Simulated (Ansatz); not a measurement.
# Ge (Fd-3m) in Ansatz: further runs

Runs on Ge. Level: LDA. Tasks: single point, equation of state.

Everything below comes from runs of Ansatz 0.2.0. Logs are shortened: lines on timing, memory, paths and dates and some standing lists are left out, and cuts for length are marked.

**The experiment to reproduce.**

From “Sub-monolayer structures of Ag overlayers on Ge(111): experimental observations and first-principles study”, 2019, arxiv:1908.00180, for a bulk crystal of Ge: bulk modulus 75.8 GPa.

The runs below are set against these values where they give the same quantity.

## 1. Starting point

The structure is cubic, space group Fd-3m (No. 227). The conventional cell has a = 5.658 Å, b = 5.658 Å, c = 5.658 Å, α = 90.00°, β = 90.00°, γ = 90.00°. Around Ge (site symmetry -43m) lie 4 Ge at 2.45 Å.

## 2. Single point, LDA, 21.28 Å³/atom (volume scaled by 0.94)

Input file input.yaml:

```yaml
crystal:
  lattice:
    - [0.0, 2.7711609388, 2.7711609388]
    - [2.7711609388, 0.0, 2.7711609388]
    - [2.7711609388, 2.7711609388, 0.0]
  atoms:
    - { symbol: Ge, position: [0.75, 0.75, 0.75] }
    - { symbol: Ge, position: [0.5, 0.5, 0.5] }
hamiltonian:
  xc: lda
  pseudopotentials: { kind: paw }
kpoints:
  mp_grid: { grid: [8, 8, 8] }
scf:
  occupations: { method: fermi_dirac, width: 0.05 }
output:
  forces: true
  stress: true
  eigenvalues: true
  write_density: true
  write_potential: true
  elf: true
  volumetric_format: npy
```

Potentials or basis: Ansatz PAW.

Run with:

```
ansatz run input.yaml --threads 2 --pin off --max-ram 5120MiB --backend cpu --events-out ev --progress --plain --runs-dir out
```

Log:

```text
Warning: RAYON_NUM_THREADS=2 ignored (pool sized by the plan → 2); use --threads N
Engine: ansatz 0.2.0, x86_64-unknown-linux-gnu
Pseudopotentials: kind: paw
Pseudopotential: Ge, paw, valence charge 14, recommended cutoff 420 eV (normal), Ge.paw.azcp
Functional definition: SPW92
  exchange = slater_x
  correlation = pw_c
Crystal: 2 atoms, lattice volume = 42.561 Å³
Basis set: ecut = 420 eV, 869 PW (Γ)
Bands: 18, of which v1, the nominal top of the filled ones, is band 14 counted from 1 (13 counted from 0)
Symmetry: 48 space group operations
Space group: Fd-3m (ITA 227), of the structure as read, at distance tolerance 3.5e-5 Å
k-points: 29 of 512
Non-local potential: Ge, projectors of the file, l = 0: 2, l = 1: 2, l = 2: 3, l = 3: 1
PAW form: soft (Blöchl's): semilocal exchange-correlation on the pseudo side does not see the compensation charge
PAW frozen core: Ge, regenerated for the run's functional, and the local potential with it (the file was generated under x = pbe(κ = 0.804, μ = 0.2195149727645171), c = pbe(β = 0.06672455060314922))
PAW one-centre angular grid: Ge, 590 points (default); XC on 64 Gauss nodes
Initial density: superposition of atomic densities (neutral atoms: chi_scale 0, normalization atom), corrected by the library's trained network
Initial wavefunctions: pseudopotential atomic-orbital guess
Functional: x = slater, c = lda
SCF iter   1: F=—  HF=-8431.412767 eV  |F-HF|=—  |Δ(HF+E_count)|=         —  Δρ=4.67e-3  dr2=3.66e-3  ethr=1.77e-3  ⟨swp⟩=6.0  Hψ=2464  notcnv=0
preconditioner: auto → none  [insulator: Δε(μ)=0.243 eV  Ē_g=23.744 eV  σ=0.050 eV  W_gap=0.83  n_scr=14 (ndim 8)  ℏωp=30.1 eV  f_vac=0.053  D(μ)=0.04/eV (n_scr^D=0)  ε∞_Penn≈2.6]
SCF iter   2: F=—  HF=-8431.410640 eV  |F-HF|=—  |Δ(HF+E_count)|=   2.13e-3  Δρ=2.41e-3  dr2=8.22e-4  ethr=1.31e-5  ⟨swp⟩=1.2  Hψ=773  notcnv=0
SCF iter   3: F=—  HF=-8431.410559 eV  |F-HF|=—  |Δ(HF+E_count)|=   8.10e-5  Δρ=5.46e-4  dr2=6.79e-5  ethr=2.94e-6  ⟨swp⟩=2.0  Hψ=812  notcnv=0
SCF iter   4: F=—  HF=-8431.410460 eV  |F-HF|=—  |Δ(HF+E_count)|=   9.84e-5  Δρ=1.31e-4  dr2=5.08e-6  ethr=2.43e-7  ⟨swp⟩=2.0  Hψ=928  notcnv=0
SCF iter   5: F=—  HF=-8431.410455 eV  |F-HF|=—  |Δ(HF+E_count)|=   5.09e-6  Δρ=4.60e-5  dr2=3.27e-7  ethr=1.81e-8  ⟨swp⟩=2.0  Hψ=928  notcnv=0
SCF iter   6: F=-8431.410455 eV  HF=-8431.410455 eV  |F-HF|=7.36e-8  |Δ(HF+E_count)|=   3.36e-7  Δρ=1.35e-5  dr2=3.14e-8  ethr=3.57e-10  ⟨swp⟩=7.2  Hψ=3122  notcnv=0
SCF 1 converged in 6 iterations: F = -8431.410455 eV  dr2 = 3.14e-8
SCF converged after 6 iterations
Free energy (F): -8431.410455 eV
Harris-Foulkes:  -8431.410455 eV  (|F-HF|=7.36e-8)
Internal energy: -8431.409991 eV  (E = F + TS)
E sigma→0 (E₀):  -8431.410223 eV
Entropy (-TS):   -0.000463 eV (-0.232 meV/atom)
Fermi energy:    9.213965 eV
--- Per-component energies (eV) ---
  E_band       = -289.445089
  E_kinetic    = 225.886719
  E_local      = -4862.181224  (includes V_loc(G=0)·N_el)
  E_nonlocal   = 844.246937
  E_hartree    = 2134.757301
  E_xc         = -151.502686
  E_vxc        = -131.678700  (∫ρ·V_xc dr)
  E_paw        = -3883.301755  (= ΣΔE_a)
  E_vpaw       = -635.249201  (= ΣTr[D̂ρ^β])
  E_aug_tail   = 0.000786  (compensation charges beyond the density's cutoff)
  E_ewald      = -2743.132721
  E_core_change = 3.816652  (= ΣΔE_core)
  E_smearing   = -0.000463  (= −TS)
  E_closure    = -0.000000  (closes the sum)
  Σ components = -8431.410455   (vs F -8431.410455, Δ=0.00e0)
--- Forces (eV/Å), atoms counted from 1 ---
  atom   1  Ge     0.00000000    -0.00000000     0.00000000
  atom   2  Ge     0.00000000    -0.00000000     0.00000000
  max |Σ_I F_I| component: 5.55e-17 eV/Å
--- Stress (GPa, compression-positive) ---
        3.339845      -0.000000      -0.000000
       -0.000000       3.339845       0.000000
       -0.000000      -0.000000       3.339845
  P = ⅓ Tr σ = 3.3398 GPa (33.398 kbar)
--- Band table (eV; the first three rows and the last of 29) ---
  k-point 0: bands = ["-15.9164", "-15.9164", "-15.9164", "-15.8750", "-15.8750", "-15.6277", "-15.6277", "-15.6277", "-15.6089", "-15.6089", "-4.1975", "9.1072", "9.1072", "9.1072", "9.4901", "11.6585", "11.6585", "11.6585"]
  k-point 1: bands = ["-15.9261", "-15.9261", "-15.9135", "-15.8614", "-15.8614", "-15.6407", "-15.6407", "-15.6312", "-15.5980", "-15.5980", "-3.9959", "6.7522", "8.7424", "8.7424", "10.3025", "12.1396", "12.1396", "12.7236"]
  k-point 2: bands = ["-15.9378", "-15.9378", "-15.9064", "-15.8411", "-15.8411", "-15.6563", "-15.6563", "-15.6398", "-15.5864", "-15.5864", "-3.4095", "4.2415", "8.1575", "8.1575", "9.8611", "12.7899", "12.7899", "14.9734"]
  k-point 28: bands = ["-15.9722", "-15.9722", "-15.8070", "-15.8070", "-15.7485", "-15.7485", "-15.7102", "-15.7102", "-15.5478", "-15.5478", "0.0401", "0.0401", "4.8870", "4.8870", "13.5960", "13.5960", "13.7966", "13.7966"]
```

rho_z.tsv:

```text
# z_ang	rho[e/angstrom^3]
# format = ansatz-planar-average/11
# lattice	0.000000000	2.771160939	2.771160939
# lattice	2.771160939	0.000000000	2.771160939
# lattice	2.771160939	2.771160939	0.000000000
# sites	2
# site	32	4.156741408	4.156741408	4.156741408
# site	32	2.771160939	2.771160939	2.771160939
0.000000	1.515380e-1
0.145149	1.304740e-1
0.290297	1.188232e-1
0.435446	1.133942e-1
0.580595	1.141964e-1
0.725743	1.210908e-1
[... 19 lines left out ...]
3.628716	2.556856e-1
3.773865	1.882676e-1
```

It took 0.78 s on 2 threads of AMD EPYC 7B13 (Zen 3), shared host; peak memory 0.36 GiB.

Results:

```
Free energy            : -8431.4105 eV
Pressure               : 3.3 GPa
Band gap on the k mesh : 0.24 eV, indirect (least direct gap 0.38 eV)
```

Caveat: the PAW data sets come from PBE, with cores solved anew for the run's functional, which leaves a small shift of forces and pressure.

## 3. Single point, LDA, 21.73 Å³/atom (volume scaled by 0.96)

input.yaml, as its differences from that of step 2:

```diff
@@ -2,5 +2,5 @@
   lattice:
-    - [0.0, 2.7711609388, 2.7711609388]
-    - [2.7711609388, 0.0, 2.7711609388]
-    - [2.7711609388, 2.7711609388, 0.0]
+    - [0.0, 2.7906767997, 2.7906767997]
+    - [2.7906767997, 0.0, 2.7906767997]
+    - [2.7906767997, 2.7906767997, 0.0]
   atoms:
```

Potentials or basis: Ansatz PAW.

Run with:

```
ansatz run input.yaml --threads 2 --pin off --max-ram 5120MiB --backend cpu --events-out ev --progress --plain --runs-dir out
```

It took 0.79 s on 2 threads of AMD EPYC 7B13 (Zen 3), shared host; peak memory 0.36 GiB.

Results (log left out):

```yaml
Free_energy: -8431.4242 eV
Pressure: 1.6 GPa
Band_gap_on_the_k_mesh: 0.17 eV, indirect (least direct gap 0.18 eV)
```

Caveat: the PAW data sets come from PBE, with cores solved anew for the run's functional, which leaves a small shift of forces and pressure.

## 4. Single point, LDA, 22.19 Å³/atom (volume scaled by 0.98)

Input file input.yaml:

```yaml
crystal:
  lattice:
    - [0.0, 2.8099234548, 2.8099234548]
    - [2.8099234548, 0.0, 2.8099234548]
    - [2.8099234548, 2.8099234548, 0.0]
  atoms:
    - { symbol: Ge, position: [0.75, 0.75, 0.75] }
    - { symbol: Ge, position: [0.5, 0.5, 0.5] }
hamiltonian:
  xc: lda
  pseudopotentials: { kind: paw }
kpoints:
  mp_grid: { grid: [8, 8, 8] }
scf:
  occupations: { method: fermi_dirac, width: 0.05 }
output:
  forces: true
  stress: true
  eigenvalues: true
```

Run with:

```
ansatz run input.yaml --threads 2 --pin off --max-ram 5120MiB --backend cpu --events-out ev --progress --plain --runs-dir out
```

Run time: 0.68 s. Hardware: 2 threads of AMD EPYC 7B13 (Zen 3), shared host; peak memory 0.35 GiB.

It converged, with:

| Quantity | Value |
| --- | --- |
| Free energy | -8431.4288 eV |
| Pressure | 0.1 GPa |
| Band gap on the k mesh | none (metal or under the smearing width) |

Caveat: the PAW data sets come from PBE, with cores solved anew for the run's functional, which leaves a small shift of forces and pressure.

## 5. Single point, LDA, 22.64 Å³/atom

input.yaml, as its differences from that of step 4:

```diff
@@ -2,5 +2,5 @@
   lattice:
-    - [0.0, 2.8099234548, 2.8099234548]
-    - [2.8099234548, 0.0, 2.8099234548]
-    - [2.8099234548, 2.8099234548, 0.0]
+    - [0.0, 2.82891, 2.82891]
+    - [2.82891, 0.0, 2.82891]
+    - [2.82891, 2.82891, 0.0]
   atoms:
@@ -19 +19,5 @@
   eigenvalues: true
+  write_density: true
+  write_potential: true
+  elf: true
+  volumetric_format: npy
```

Run with:

```
ansatz run input.yaml --threads 2 --pin off --max-ram 5120MiB --backend cpu --events-out ev --progress --plain --runs-dir out
```

Wall time 0.78 s (2 threads of AMD EPYC 7B13 (Zen 3), shared host); peak memory 0.36 GiB.

The run converged. Its results:

| Property | Result |
| --- | --- |
| Free energy | -8431.4254 eV |
| Pressure | -1.3 GPa |
| Band gap on the k mesh | none (metal or under the smearing width) |

Caveat: the PAW data sets come from PBE, with cores solved anew for the run's functional, which leaves a small shift of forces and pressure.

## 6. Single point, LDA, 23.09 Å³/atom (volume scaled by 1.02)

Input file input.yaml:

```yaml
crystal:
  lattice:
    - [0.0, 2.8476450493, 2.8476450493]
    - [2.8476450493, 0.0, 2.8476450493]
    - [2.8476450493, 2.8476450493, 0.0]
  atoms:
    - { symbol: Ge, position: [0.75, 0.75, 0.75] }
    - { symbol: Ge, position: [0.5, 0.5, 0.5] }
hamiltonian:
  xc: lda
  pseudopotentials: { kind: paw }
kpoints:
  mp_grid: { grid: [8, 8, 8] }
scf:
  occupations: { method: fermi_dirac, width: 0.05 }
output:
  forces: true
  stress: true
  eigenvalues: true
```

Potentials or basis: Ansatz PAW.

Run with:

```
ansatz run input.yaml --threads 2 --pin off --max-ram 5120MiB --backend cpu --events-out ev --progress --plain --runs-dir out
```

Run time: 0.65 s. Hardware: 2 threads of AMD EPYC 7B13 (Zen 3), shared host; peak memory 0.36 GiB.

It converged, with:

```yaml
Free_energy: -8431.4146 eV
Pressure: -2.5 GPa
Band_gap_on_the_k_mesh: none (metal or under the smearing width)
```

Caveat: the PAW data sets come from PBE, with cores solved anew for the run's functional, which leaves a small shift of forces and pressure.

## 7. Single point, LDA, 23.54 Å³/atom (volume scaled by 1.04)

input.yaml, as its differences from that of step 6:

```diff
@@ -2,5 +2,5 @@
   lattice:
-    - [0.0, 2.8476450493, 2.8476450493]
-    - [2.8476450493, 0.0, 2.8476450493]
-    - [2.8476450493, 2.8476450493, 0.0]
+    - [0.0, 2.8661367691, 2.8661367691]
+    - [2.8661367691, 0.0, 2.8661367691]
+    - [2.8661367691, 2.8661367691, 0.0]
   atoms:
```

Run with:

```
ansatz run input.yaml --threads 2 --pin off --max-ram 5120MiB --backend cpu --events-out ev --progress --plain --runs-dir out
```

It took 0.65 s on 2 threads of AMD EPYC 7B13 (Zen 3), shared host; peak memory 0.36 GiB.

Results (log left out):

```yaml
Free_energy: -8431.3972 eV
Pressure: -3.6 GPa
Band_gap_on_the_k_mesh: none (metal or under the smearing width)
```

Caveat: the PAW data sets come from PBE, with cores solved anew for the run's functional, which leaves a small shift of forces and pressure.

## 8. Single point, LDA, 24.00 Å³/atom (volume scaled by 1.06)

input.yaml, as its differences from that of step 7:

```diff
@@ -2,5 +2,5 @@
   lattice:
-    - [0.0, 2.8661367691, 2.8661367691]
-    - [2.8661367691, 0.0, 2.8661367691]
-    - [2.8661367691, 2.8661367691, 0.0]
+    - [0.0, 2.8843929095, 2.8843929095]
+    - [2.8843929095, 0.0, 2.8843929095]
+    - [2.8843929095, 2.8843929095, 0.0]
   atoms:
```

Run with:

```
ansatz run input.yaml --threads 2 --pin off --max-ram 5120MiB --backend cpu --events-out ev --progress --plain --runs-dir out
```

Wall time 0.68 s (2 threads of AMD EPYC 7B13 (Zen 3), shared host); peak memory 0.36 GiB.

Results (log left out):

| Item | Value |
| --- | --- |
| Free energy | -8431.3740 eV |
| Pressure | -4.6 GPa |
| Band gap on the k mesh | none (metal or under the smearing width) |

Caveat: the PAW data sets come from PBE, with cores solved anew for the run's functional, which leaves a small shift of forces and pressure.

## 9. Equation of state, LDA

Potentials or basis: Ansatz PAW.

No new run: the results of the series are fitted here.

Results:

```
Equilibrium volume                      : 22.21 Å³/atom
Bulk modulus                            : 70 GPa
Pressure derivative of the bulk modulus : 4.4
```

Energy against volume, from the lowest point:
```csv
volume (Å³/atom),energy (meV/atom)
21.281,9.18
21.733,2.29
22.186,0.00
22.639,1.72
23.092,7.11
23.545,15.79
23.997,27.39
```

## 10. Comparison with measurements

Step 9. Against the measured bulk modulus of Ge, 75.8 GPa (quoted in “Sub-monolayer structures of Ag overlayers on Ge(111): experimental observations and first-principles study”, 2019, arxiv:1908.00180), the calculated 70 GPa is off by -7.4 %. The fit is for a static lattice scaled at fixed shape and fixed fractional positions. The cell as given is a measured one (22.64 Å³/atom); LDA puts the equilibrium volume -1.9 % from it, thermal expansion not counted.
